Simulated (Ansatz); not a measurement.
# AlP at 4 GPa: from Born charge to LO–TO splitting and polaron coupling

Level of theory: DFT PBEsol, scalar-relativistic, plane waves, PAW (Ansatz). Cutoff 420 eV, 10×10×10 k-points (Γ-centred), fixed occupations. No spin polarisation. Phonons by linear response, acoustic sum rule imposed.

The cell, relaxed at 4 GPa:
```cif
data_structure
_symmetry_space_group_name_H-M 'F-43m'
_symmetry_Int_Tables_number 216
_cell_length_a 5.3944
_cell_length_b 5.3944
_cell_length_c 5.3944
_cell_angle_alpha 90.000
_cell_angle_beta 90.000
_cell_angle_gamma 90.000
_cell_volume 156.97
loop_
_atom_site_label
_atom_site_type_symbol
_atom_site_symmetry_multiplicity
_atom_site_Wyckoff_symbol
_atom_site_fract_x
_atom_site_fract_y
_atom_site_fract_z
_atom_site_occupancy
Al1 Al 4 a 0.00000 0.00000 0.00000 1
P1 P 4 c 0.25000 0.25000 0.25000 1
```

Linear response gives ν_TO = 456.6 cm⁻¹, Born charges ±2.209 e (positive on Al) and ε∞ = 8.261. The primitive cell holds 39.243 Å³, and the masses are 26.982 and 30.974 amu.

Q: Find ν_LO and the static dielectric constant.

A: The long-wave field adds a restoring force: ω_LO² − ω_TO² = Z*²e²/(ε_vac ε∞ μV). In these units ν_LO² − ν_TO² = 4.92064×10⁷ Z*²/(μ V ε∞) cm⁻², with μ = m₁m₂/(m₁ + m₂) = 14.420 amu: 51349 cm⁻². So ν_LO = √(456.6² + 51349) = 509.8 cm⁻¹, and the run gives 509.8. Lyddane–Sachs–Teller then gives ε0 = ε∞ (ν_LO/ν_TO)² = 10.30, against 10.30 in the run (it forms both from the same three quantities, so the match checks the arithmetic only). Between ν_TO and ν_LO the dielectric function is negative and an undamped crystal reflects fully: a reststrahlen band from 19.6 to 21.9 μm.

Q: What do the Clausius–Mossotti polarisability and the Szigeti charge come to?

A: With the Lorentz local field, α = (3V/4π)(ε∞ − 1)/(ε∞ + 2) = 6.63 Å³ for the pair, and e_S = 3Z*/(ε∞ + 2) = 0.65 e. The Born charge includes the electrons' response to the dipole's own local field, and e_S takes that enhancement out. The Lorentz field assumes point-like polarisable ions, a poor picture once ε∞ is this large, since the electron clouds then overlap or are shared, so both numbers are formal here.

Q: How strongly does a slow electron couple to the LO mode?

A: For one isotropic parabolic band, Fröhlich's constant is α_F = (1/ε∞ − 1/ε0) √(m* Ry/ħω_LO), with Ry = 13.606 eV, ħω_LO = 63.2 meV and m* in free-electron masses: α_F = 0.0239 × 14.67 × √m* = 0.35 √m*. The band mass isn't part of this run; for m* = 0.1, 0.3 and 1 it gives 0.11, 0.19, 0.35. In weak coupling the polaron lies α_F ħω_LO below the band edge (12 meV at m* = 0.3) with a mass m*(1 + α_F/6); past α_F of about 5 or 6 that expansion fails. A semilocal functional's ε∞ tends to be too large, which taken alone lowers α_F.

AlP combines a sizeable Born charge, 2.209 e, with weak polaron coupling. The charge measures how polarisation changes as the sublattices move, including electron flow along the partly covalent Al–P bonds, so it is no count of the static charge on the ions. The same easily polarised valence electrons screen the long-range field: ε∞ is 8.261, and the lattice raises it only to 10.30. Screening enters the Fröhlich coupling twice, once through the LO–TO splitting and again through the field an electron feels from the LO mode. Stiff bonds between light atoms weaken the coupling further, since they keep the ionic displacements small.

For any of the trial masses, this supports a large, weakly bound polaron rather than self-trapping by the polar mode. The conduction-band minimum of AlP lies at or near X, however, where the valleys are ellipsoidal, so a single mass gives the scale of the coupling but not the anisotropy of the polaron mass.
